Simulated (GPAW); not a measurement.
TiO2: band structure with PBE

**The experiment to reproduce.**

“Shallow Valence Band of Rutile GeO2 and P-type Doping”, 2020, arxiv:2011.08928 quotes, for a bulk crystal of TiO2 at 1.6 K: band gap 3.03 eV (direct).

The system is TiO2.

```
Ti O
1.0
     4.59984    0.00000    0.00000
     0.00000    4.59984    0.00000
     0.00000    0.00000    2.95921
Ti O
2 4
Direct
  0.00000 0.00000 0.50000
  0.50000 0.50000 0.00000
  0.30432 0.30432 0.50000
  0.19568 0.80432 0.00000
  0.80432 0.19568 0.00000
  0.69568 0.69568 0.50000
```

The cell is a database's computed one.

```yaml
Program: GPAW 26.7.0
Task: band structure
Functional: PBE
Potentials_or_basis: GPAW PAW data sets (gpaw-data 1.2.1)
Cutoff: 800 eV
Basis: pw
k_mesh: 4 × 4 × 7
Occupations: fermi-dirac, width 0.05 eV
Spin: no spin polarisation
Maxiter: 150
Band_path: GXMGZRAZ,XR,MA
Band_points: 100
```

The pressure is 5.3 GPa. The largest force is 0.028 eV/Å. The band gap on the k mesh is 1.87 eV, direct and the band gap along the path is 1.87 eV, direct.

Forces in eV/Å, atoms in the order of the input:
```
Ti   0.000  0.000  0.000
Ti   0.000  0.000  0.000
O   -0.020 -0.020  0.000
O    0.020 -0.020  0.000
O   -0.020  0.020  0.000
O    0.020  0.020  0.000
```

Stress tensor (GPa, compression positive):
```
5.43 0.00 0.00
0.00 5.43 0.00
0.00 0.00 5.16
```

Levels at the corners of the path, in eV from the valence-band top:
| point | band 21 | band 22 | band 23 | band 24 | band 25 | band 26 | band 27 | band 28 |
| --- | --- | --- | --- | --- | --- | --- | --- | --- |
| Γ | -0.71 | -0.46 | -0.46 | 0.00 | 1.87 | 2.16 | 2.41 | 2.50 |
| X | -1.64 | -1.64 | -0.74 | -0.74 | 2.54 | 2.54 | 3.03 | 3.03 |
| M | -1.31 | -1.31 | -1.08 | -1.08 | 1.91 | 1.91 | 2.53 | 2.53 |
| Γ | -0.71 | -0.46 | -0.46 | 0.00 | 1.87 | 2.16 | 2.41 | 2.50 |
| Z | -2.36 | -2.36 | -1.43 | -1.43 | 2.98 | 2.98 | 3.18 | 3.18 |
| R | -2.03 | -2.03 | -1.04 | -1.04 | 1.92 | 1.92 | 3.21 | 3.21 |
| A | -1.29 | -1.29 | -0.67 | -0.67 | 2.60 | 2.60 | 3.21 | 3.21 |
| Z | -2.36 | -2.36 | -1.43 | -1.43 | 2.98 | 2.98 | 3.18 | 3.18 |
| X | -1.64 | -1.64 | -0.74 | -0.74 | 2.54 | 2.54 | 3.03 | 3.03 |
| R | -2.03 | -2.03 | -1.04 | -1.04 | 1.92 | 1.92 | 3.21 | 3.21 |
| M | -1.31 | -1.31 | -1.08 | -1.08 | 1.91 | 1.91 | 2.53 | 2.53 |
| A | -1.29 | -1.29 | -0.67 | -0.67 | 2.60 | 2.60 | 3.21 | 3.21 |

It took 110 s on 1 thread of Intel(R) Xeon(R) 6975P-C (Granite Rapids) (shared host), peak memory 0.7 GiB.

Against the measured gap of TiO2, 3.03 eV (direct; 1.6 K; quoted in “Shallow Valence Band of Rutile GeO2 and P-type Doping”, 2020, arxiv:2011.08928), the calculated 1.87 eV is off by -1.16 eV. 2 values of this kind are on record in papers (3.03 to 3.05 eV); this one was drawn at random among those near their median. The value is that of PBE, without temperature or zero-point motion. Semilocal functionals fall short of measured gaps as a rule. The cell is a database's relaxed one, not the measured one, which moves gaps too.
